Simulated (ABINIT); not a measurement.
**SiC (F-43m): one start, several treatments of the self-energy**

How much does the gap of SiC (F-43m) depend on the approximation to the self-energy?

Program: ABINIT 10.8.3. Level of theory: PBE and many-body steps on it, plane waves. Results are calculated unless marked as measured.

**Experimental background.**

- Gap 2.39 eV: band gap at cryogenic temperature; bulk crystal (literature value) (quoted in “Silicon carbide diodes for neutron detection”, 2020, arxiv:2009.14696).

- Gap 2.4 eV: Tauc optical (indirect) gap of annealed polycrystalline 3C-SiC; UV-VIS spectroscopic ellipsometry, Tauc analysis; film (CVD ultrathin polycrystalline film, annealed, about 5 nm grains) (“On-Demand CMOS-Compatible Fabrication of Ultrathin Self-Aligned SiC Nanowire Arrays”, 2018, pmc:6267454).

## Step 1: Set-up

The structure is cubic, space group F-43m (No. 216). Conventional cell: a = 4.358 Å, b = 4.358 Å, c = 4.358 Å, α = 90.00°, β = 90.00°, γ = 90.00°. Nearest to Si lie 4 C at 1.89 Å. C has 4 Si at 1.89 Å nearest. Farther neighbours are not listed.

The cell and positions come from the Crystallography Open Database and are kept as given unless a step says otherwise.

## Step 2: Empty states on the mesh, 6×6×6 mesh, 98 bands

This step: ABINIT 10.8.3; DFT, PBE, plane waves, norm-conserving pseudopotentials.

The sums over transitions need many empty states on a uniform mesh; this step solves for them.

run.abi reads:

```
acell 3*1.0 Angstrom
rprim 
  -0.000000000000 2.179000000000 2.179000000000
  2.179000000000 -0.000000000000 2.179000000000
  2.179000000000 2.179000000000 -0.000000000000
ntypat 2
znucl 14 6
natom 2
typat 1 2
xred 
  0.000000000000 0.000000000000 0.000000000000
  0.250000000000 0.250000000000 0.250000000000
pp_dirpath "pseudos"
pseudos "Si.upf, C.upf"
ecut 37
ngkpt 6 6 6
nshiftk 1
shiftk 0 0 0
kptopt 1
chksymbreak 0
irdden 1
istwfk *1
nband 98
prtvol 0
optdriver 6
gwr_task "HDIAGO"
paral_kgb 0
occopt 1
indata_prefix "in"
outdata_prefix "out"
tmpdata_prefix "tmp"
```

On the command line:

```sh
$ OMP_NUM_THREADS=1 mpirun -n 8 abinit run.abi > log
```

The program printed:

```text
.Version 10.8.3 of ABINIT. v10.8.2 released Aug 2026.

 Symmetries : space group F-4 3 m (#216); Bravais cF (face-center cubic)
[... echo of the input left out ...]
== DATASET  1 ==================================================================
-   mpi_nproc: 8, omp_nthreads: 1 (-1 if OMP is not activated)

--- !DatasetInfo
iteration_state: {dtset: 1, }
dimensions: {natom: 2, nkpt: 16, mband: 98, nsppol: 1, nspinor: 1, nspden: 1, mpw: 1524, }
cutoff_energies: {ecut:  37.0, pawecutdg:  -1.0, }
[...]
Indirect band gap semiconductor
 Fundamental gap:     1.361 (eV)
   VBM:     6.835 (eV) at k: [ 0.0000E+00,  0.0000E+00,  0.0000E+00]
   CBM:     8.196 (eV) at k: [ 5.0000E-01,  5.0000E-01,  0.0000E+00]
 Direct gap:         4.553 (eV) at k: [ 5.0000E-01,  5.0000E-01,  0.0000E+00]

== END DATASET(S) ==============================================================
================================================================================

 -outvars: echo values of variables after computation  --------
           etotal      0.0000000000E+00
            nband          98
             nkpt          16
          spgroup         216
 [... the other variables as echoed above ...]

 Calculation completed.
```

It took 14 s on 8 MPI ranks of Arm Neoverse N1, shared host; peak memory 1.5 GiB.

This step gave:

```yaml
gap: 1.361 eV
k_of_the_valence_top: 0, 0, 0
k_of_the_conduction_bottom: 0.5, 0.5, 0
least_direct_gap: 4.553 eV
k_points_computed: 16
lowest_point_of_the_top_converged_band_above_the_valence_top: 128.6364 eV
```

On this mesh the gap is 1.361 eV.

The density comes from a self-consistent run that is not shown.

## Step 3: Screening, 6×6×6 mesh, 90 bands, screening to 228.6 eV

The RPA dielectric matrix is built and inverted for each q.

This step: RPA screening on PBE, plane waves, norm-conserving pseudopotentials.

run.abi, as its differences from that of step 2:

```diff
@@ -20,10 +20,11 @@
 chksymbreak 0
-irdden 1
 istwfk *1
-nband 98
-prtvol 0
-optdriver 6
-gwr_task "HDIAGO"
-paral_kgb 0
 occopt 1
+irdwfk 1
+optdriver 3
+nband 90
+ecuteps 8.4
+inclvkb 2
+awtr 1
+symchi 1
 indata_prefix "in"
```

The program printed:

```text
.Version 10.8.3 of ABINIT. v10.8.2 released Aug 2026.

 Symmetries : space group F-4 3 m (#216); Bravais cF (face-center cubic)
[... echo of the input left out ...]
== DATASET  1 ==================================================================
-   mpi_nproc: 8, omp_nthreads: 1 (-1 if OMP is not activated)

--- !DatasetInfo
iteration_state: {dtset: 1, }
dimensions: {natom: 2, nkpt: 16, mband: 90, nsppol: 1, nspinor: 1, nspden: 1, mpw: 1524, }
cutoff_energies: {ecut:  37.0, pawecutdg:  -1.0, }
electrons: {nelect:   8.00000000E+00, charge:   0.00000000E+00, occopt:   1.00000000E+00, tsmear:   1.00000000E-02, }

 SCREENING: Calculation of the susceptibility and dielectric matrices

 Based on a program developped by R.W. Godby, V. Olevano, G. Onida, and L. Reining.
 Incorporated in ABINIT by V. Olevano, G.-M. Rignanese, and M. Torrent.
.Using double precision arithmetic ; gwpc =  8

[... cell and pseudopotentials left out ...]
--------------------------------------------------------------------------------

 ==== K-mesh for the wavefunctions ====
 Number of points in the irreducible wedge :    16
[... list of points left out ...]
 Together with 24 symmetry operations and time-reversal symmetry
 yields   216 points in the full Brillouin Zone.

 ==== Q-mesh for the screening function ====
 Number of points in the irreducible wedge :    16
[... list of points left out ...]
 Together with 24 symmetry operations and time-reversal symmetry
 yields   216 points in the full Brillouin Zone.

 setmesh: FFT mesh size selected  =    24x   24x   24
          total number of points  =        13824

 vcoul_init : cutoff-mode = AUXILIARY_FUNCTION
 q-points for optical limit:   1
     1)      0.000010    0.000020    0.000030

- screening: taking advantage of time-reversal symmetry
- Maximum band index for partially occupied states nbvw = 4
- Remaining bands to be divided among processors   nbcw = 86
- Number of bands treated by each node ~10

 Number of electrons calculated from density =    8.0000; Expected =    8.0000
 average of density, n =  0.057292
 r_s =    1.6092
 omega_plasma =   23.0888 [eV]

 calculating chi0 at frequencies [eV] :
  1    0.000000E+00    0.000000E+00
  2    0.000000E+00    2.308880E+01

--------------------------------------------------------------------------------
  q-point number  1        q = ( 0.000000, 0.000000, 0.000000) [r.l.u.]
--------------------------------------------------------------------------------
[... chi0 elements left out ...]
 For q-point:  0.000010 0.000020 0.000030
  dielectric constant =   7.0815
  dielectric constant without local fields =   7.7434

  Average fulfillment of the sum rule on Im[epsilon] for q-point    1 :     90.05  [%]
[... wings left out ...]
  q-point number  2        q = ( 0.166667, 0.000000, 0.000000) [r.l.u.]
--------------------------------------------------------------------------------
[... chi0 elements left out ...]
  Average fulfillment of the sum rule on Im[epsilon] for q-point    2 :     95.46  [%]

 [... 14 further q-points ...]
```

Wall time 53 s (8 MPI ranks); peak memory 1.1 GiB.

This step gave:

| Quantity | Value |
| --- | --- |
| ε∞ with local fields, on this mesh, along the program's q direction | 7.082 |
| the same without local fields | 7.743 |
| plasma frequency | 23.09 eV |
| plane waves in the screening matrix | 169 |

Local fields lower ε∞ by 9 %.

## Step 4: G0W0, Godby-Needs plasmon pole

The self-energy is evaluated for the states that the input lists, and the levels follow from it, in one-shot runs by the linearised quasiparticle equation.

This step: G0W0 on PBE, plane waves, norm-conserving pseudopotentials.

run.abi, as its differences from that of step 3:

```diff
@@ -23,8 +23,17 @@
 irdwfk 1
-optdriver 3
+optdriver 4
 nband 90
+gwcalctyp 0
+ecutsigx 37
+symsigma 1
+nkptgw 2
+kptgw 
+  0.0000000000 0.0000000000 0.0000000000
+  0.5000000000 0.5000000000 0.0000000000
+bdgw 
+  2 8
+  3 6
 ecuteps 8.4
-inclvkb 2
-awtr 1
-symchi 1
+irdscr 1
+ppmodel 1
 indata_prefix "in"
```

The program printed:

```text
.Version 10.8.3 of ABINIT. v10.8.2 released Aug 2026.

 Symmetries : space group F-4 3 m (#216); Bravais cF (face-center cubic)
[... echo of the input left out ...]
== DATASET  1 ==================================================================
-   mpi_nproc: 8, omp_nthreads: 1 (-1 if OMP is not activated)

--- !DatasetInfo
iteration_state: {dtset: 1, }
dimensions: {natom: 2, nkpt: 16, mband: 90, nsppol: 1, nspinor: 1, nspden: 1, mpw: 1524, }
cutoff_energies: {ecut:  37.0, pawecutdg:  -1.0, }
electrons: {nelect:   8.00000000E+00, charge:   0.00000000E+00, occopt:   1.00000000E+00, tsmear:   1.00000000E-02, }

 SIGMA: Calculation of the GW corrections

 Based on a program developped by R.W. Godby, V. Olevano, G. Onida, and L. Reining.
 Incorporated in ABINIT by V. Olevano, G.-M. Rignanese, and M. Torrent.
.Using double precision arithmetic ; gwpc =  8

[... cell and pseudopotentials left out ...]
--------------------------------------------------------------------------------

 ==== K-mesh for the wavefunctions ====
 Number of points in the irreducible wedge :    16
[... list of points left out ...]
 Together with 24 symmetry operations and time-reversal symmetry
 yields   216 points in the full Brillouin Zone.

 ==== Q-mesh for screening function ====
 Number of points in the irreducible wedge :    16
[... list of points left out ...]
 Together with 24 symmetry operations and time-reversal symmetry
 yields   216 points in the full Brillouin Zone.

 vcoul_init : cutoff-mode = AUXILIARY_FUNCTION
 q-points for optical limit:   1
     1)      0.000010    0.000020    0.000030
 setmesh: FFT mesh size selected  =    32x   32x   32
          total number of points  =        32768

 Number of electrons calculated from density =    8.0000; Expected =    8.0000
 average of density, n =  0.057292
 r_s =    1.6092
 omega_plasma =   23.0888 [eV]

 === KS Band Gaps ===
  >>>> For spin  1
   Minimum direct gap =   4.5530 [eV], located at k-point      :   0.5000  0.5000  0.0000
   Fundamental gap    =   1.3613 [eV], Top of valence bands at :   0.0000  0.0000  0.0000
                                       Bottom of conduction at :   0.5000  0.5000  0.0000
 SIGMA fundamental parameters:
 PLASMON POLE MODEL  1
 number of plane-waves for SigmaX                 1459
 number of plane-waves for SigmaC and W            169
 number of plane-waves for wavefunctions          1459
 number of bands                                    90
 number of independent spin polarizations            1
 number of spinorial components                      1
 number of k-points in IBZ                          16
 number of q-points in IBZ                          16
 number of symmetry operations                      24
 number of k-points in BZ                          216
 number of q-points in BZ                          216
 number of frequencies for dSigma/dE                 9
 frequency step for dSigma/dE [eV]                0.25
 number of omega for Sigma on real axis              0
 max omega for Sigma on real axis  [eV]           0.00
 zcut for avoiding poles [eV]                     0.10

 EPSILON^-1 parameters (SCR file):
 dimension of the eps^-1 matrix on file            169
 dimension of the eps^-1 matrix used               169
 number of plane-waves for wavefunctions          1459
 number of bands                                    90
 number of q-points in IBZ                          16
 number of frequencies                               2
 number of real frequencies                          1
 number of imag frequencies                          1

 matrix elements of self-energy operator (all in [eV])

 Perturbative Calculation

--- !SelfEnergy_ee
iteration_state: {dtset: 1, }
kpoint     : [   0.000,    0.000,    0.000, ]
spin       : 1
KS_gap     :    6.223
QP_gap     :    7.129
Delta_QP_KS:    0.906
data: !SigmaeeData |
     Band     E0 <VxcDFT>   SigX SigC(E0)      Z dSigC/dE  Sig(E)    E-E0       E
        2   6.835 -14.930 -17.579   1.945   0.792  -0.262 -15.488  -0.558   6.277
        3   6.835 -14.930 -17.579   1.945   0.792  -0.262 -15.488  -0.558   6.277
        4   6.835 -14.930 -17.579   1.945   0.792  -0.262 -15.488  -0.558   6.277
        5  13.058 -13.213  -7.543  -5.229   0.790  -0.266 -12.865   0.348  13.406
        6  14.146 -11.327  -5.827  -5.099   0.806  -0.241 -11.003   0.323  14.470
        7  14.146 -11.327  -5.827  -5.099   0.806  -0.241 -11.003   0.323  14.470
        8  14.146 -11.327  -5.827  -5.099   0.806  -0.241 -11.003   0.323  14.470

--- !SelfEnergy_ee
iteration_state: {dtset: 1, }
kpoint     : [   0.500,    0.500,    0.000, ]
spin       : 1
KS_gap     :    4.553
QP_gap     :    5.581
Delta_QP_KS:    1.028
data: !SigmaeeData |
     Band     E0 <VxcDFT>   SigX SigC(E0)      Z dSigC/dE  Sig(E)    E-E0       E
        3   3.643 -13.567 -17.441   2.761   0.783  -0.277 -14.438  -0.871   2.772
        4   3.643 -13.567 -17.441   2.761   0.783  -0.277 -14.438  -0.871   2.772
        5   8.196 -10.505  -6.372  -3.942   0.820  -0.219 -10.348   0.157   8.354
        6  11.168 -10.770  -5.961  -4.408   0.822  -0.216 -10.440   0.329  11.498

== END DATASET(S) ==============================================================
================================================================================

 -outvars: echo values of variables after computation  --------
           etotal      0.0000000000E+00
            nband          90
             nkpt          16
          spgroup         216
 [... the other variables as echoed above ...]

 Calculation completed.
```

Run time: 11 s. Hardware: 8 MPI ranks; peak memory 1.1 GiB; 87 s of CPU time.

Numbers from this step:

```yaml
g0w0_gap_on_the_points_computed: 2.077 eV
starting_gap_on_the_mesh: 1.361 eV
k_of_the_valence_top: 0, 0, 0
k_of_the_conduction_bottom: 0.5, 0.5, 0
z_at_the_valence_top: 0.792
z_at_the_conduction_bottom: 0.82
least_direct_g0w0_gap_on_the_computed_points: 5.582 eV
```

The gap on the mesh goes from 1.36 eV to 2.08 eV, a correction of +0.72 eV.

## Step 5: G0W0, Hybertsen-Louie plasmon pole

run.abi, as its differences from that of step 4:

```diff
@@ -37,3 +37,3 @@
 irdscr 1
-ppmodel 1
+ppmodel 2
 indata_prefix "in"
```

The program printed:

```text
.Version 10.8.3 of ABINIT. v10.8.2 released Aug 2026.

 Symmetries : space group F-4 3 m (#216); Bravais cF (face-center cubic)
[... echo of the input left out ...]
== DATASET  1 ==================================================================
-   mpi_nproc: 8, omp_nthreads: 1 (-1 if OMP is not activated)

--- !DatasetInfo
iteration_state: {dtset: 1, }
dimensions: {natom: 2, nkpt: 16, mband: 90, nsppol: 1, nspinor: 1, nspden: 1, mpw: 1524, }
cutoff_energies: {ecut:  37.0, pawecutdg:  -1.0, }
electrons: {nelect:   8.00000000E+00, charge:   0.00000000E+00, occopt:   1.00000000E+00, tsmear:   1.00000000E-02, }

 SIGMA: Calculation of the GW corrections

 Based on a program developped by R.W. Godby, V. Olevano, G. Onida, and L. Reining.
 Incorporated in ABINIT by V. Olevano, G.-M. Rignanese, and M. Torrent.
.Using double precision arithmetic ; gwpc =  8

[... cell and pseudopotentials left out ...]
--------------------------------------------------------------------------------

 ==== K-mesh for the wavefunctions ====
 Number of points in the irreducible wedge :    16
[... list of points left out ...]
 Together with 24 symmetry operations and time-reversal symmetry
 yields   216 points in the full Brillouin Zone.

 ==== Q-mesh for screening function ====
 Number of points in the irreducible wedge :    16
[... list of points left out ...]
 Together with 24 symmetry operations and time-reversal symmetry
 yields   216 points in the full Brillouin Zone.

 vcoul_init : cutoff-mode = AUXILIARY_FUNCTION
 q-points for optical limit:   1
     1)      0.000010    0.000020    0.000030
 setmesh: FFT mesh size selected  =    32x   32x   32
          total number of points  =        32768

 Number of electrons calculated from density =    8.0000; Expected =    8.0000
[...]
number of omega for Sigma on real axis              0
 max omega for Sigma on real axis  [eV]           0.00
 zcut for avoiding poles [eV]                     0.10

 EPSILON^-1 parameters (SCR file):
 dimension of the eps^-1 matrix on file            169
 dimension of the eps^-1 matrix used               169
 number of plane-waves for wavefunctions          1459
 number of bands                                    90
 number of q-points in IBZ                          16
 number of frequencies                               2
 number of real frequencies                          1
 number of imag frequencies                          1

 matrix elements of self-energy operator (all in [eV])

 Perturbative Calculation

--- !SelfEnergy_ee
iteration_state: {dtset: 1, }
kpoint     : [   0.000,    0.000,    0.000, ]
spin       : 1
KS_gap     :    6.223
QP_gap     :    7.195
Delta_QP_KS:    0.972
data: !SigmaeeData |
     Band     E0 <VxcDFT>   SigX SigC(E0)      Z dSigC/dE  Sig(E)    E-E0       E
        2   6.835 -14.930 -17.579   1.546   0.816  -0.225 -15.830  -0.901   5.934
        3   6.835 -14.930 -17.579   1.546   0.816  -0.225 -15.830  -0.901   5.934
        4   6.835 -14.930 -17.579   1.546   0.816  -0.225 -15.830  -0.901   5.934
[...]
--- !SelfEnergy_ee
iteration_state: {dtset: 1, }
kpoint     : [   0.500,    0.500,    0.000, ]
spin       : 1
KS_gap     :    4.553
QP_gap     :    5.700
Delta_QP_KS:    1.147
data: !SigmaeeData |
     Band     E0 <VxcDFT>   SigX SigC(E0)      Z dSigC/dE  Sig(E)    E-E0       E
[...]
5   8.196 -10.505  -6.372  -4.239   0.838  -0.193 -10.594  -0.088   8.108
        6  11.168 -10.770  -5.961  -4.688   0.839  -0.192 -10.668   0.101  11.270

== END DATASET(S) ==============================================================
================================================================================

 -outvars: echo values of variables after computation  --------
           etotal      0.0000000000E+00
            nband          90
             nkpt          16
          spgroup         216
 [... the other variables as echoed above ...]

 Calculation completed.
```

Wall time 11 s (8 MPI ranks); peak memory 1.1 GiB; 85 s of CPU time.

Numbers from this step:

| Item | Value |
| --- | --- |
| G0W0 gap on the points computed | 2.174 eV |
| starting gap on the mesh | 1.361 eV |
| k of the valence top | 0, 0, 0 |
| k of the conduction bottom | 0.5, 0.5, 0 |
| Z at the valence top | 0.816 |
| Z at the conduction bottom | 0.838 |
| least direct G0W0 gap on the computed points | 5.700 eV |

Against G0W0 in ABINIT (6×6×6 mesh, 90 bands, screening to 228.6 eV, Godby-Needs plasmon pole), the gap moves by +0.097 eV.

## Step 6: G0W0, von der Linden-Horsch plasmon pole

run.abi, as its differences from that of step 5:

```diff
@@ -37,3 +37,3 @@
 irdscr 1
-ppmodel 2
+ppmodel 3
 indata_prefix "in"
```

The program printed:

```text
.Version 10.8.3 of ABINIT. v10.8.2 released Aug 2026.

 Symmetries : space group F-4 3 m (#216); Bravais cF (face-center cubic)
[... echo of the input left out ...]
== DATASET  1 ==================================================================
-   mpi_nproc: 8, omp_nthreads: 1 (-1 if OMP is not activated)

--- !DatasetInfo
iteration_state: {dtset: 1, }
dimensions: {natom: 2, nkpt: 16, mband: 90, nsppol: 1, nspinor: 1, nspden: 1, mpw: 1524, }
cutoff_energies: {ecut:  37.0, pawecutdg:  -1.0, }
[...]
Band     E0 <VxcDFT>   SigX SigC(E0)      Z dSigC/dE  Sig(E)    E-E0       E
[...]
5   8.196 -10.505  -6.372  -4.371   0.845  -0.183 -10.706  -0.201   7.995
        6  11.168 -10.770  -5.961  -4.831   0.847  -0.180 -10.789  -0.019  11.149

== END DATASET(S) ==============================================================
================================================================================

 -outvars: echo values of variables after computation  --------
           etotal      0.0000000000E+00
            nband          90
             nkpt          16
          spgroup         216
 [... the other variables as echoed above ...]

 Calculation completed.
```

Run time: 6.9 s. Hardware: 8 MPI ranks; peak memory 1.1 GiB; 54 s of CPU time.

Numbers from this step:

```
G0W0 gap on the points computed              : 2.048 eV
starting gap on the mesh                     : 1.361 eV
k of the valence top                         : 0, 0, 0
k of the conduction bottom                   : 0.5, 0.5, 0
least direct G0W0 gap on the computed points : 5.635 eV
```

Against G0W0 in ABINIT (6×6×6 mesh, 90 bands, screening to 228.6 eV, Godby-Needs plasmon pole), the gap moves by −0.029 eV.

(Part 1 of 2 ends here.)

[Paths, hosts, dates, memory and timing lines, banners, echoed tables and standing remarks are left out of the program output.]

[Logs are printed without paths, hosts, clocks, repeated set-up lines and the standing remarks that a program may print on its own settings, such as how far it seeks lower states.]

[Runs of the session that timed out or met a known fault of the program may be left out.]

[Hosts, paths, dates, database ids (printed as entryN), source tags and the programs' standing remarks are cut or masked in the printed files.]

[G0W0 gaps are taken among the corrected bands and points alone; a level outside them can change the order at an edge.]

[Where Ansatz stands beside ABINIT at settings called matched, ABINIT's density can come from a denser mesh and the files from another edition; pairs whose starting gaps differed by over 0.03 eV were left out, so agreement reads better than it is.]
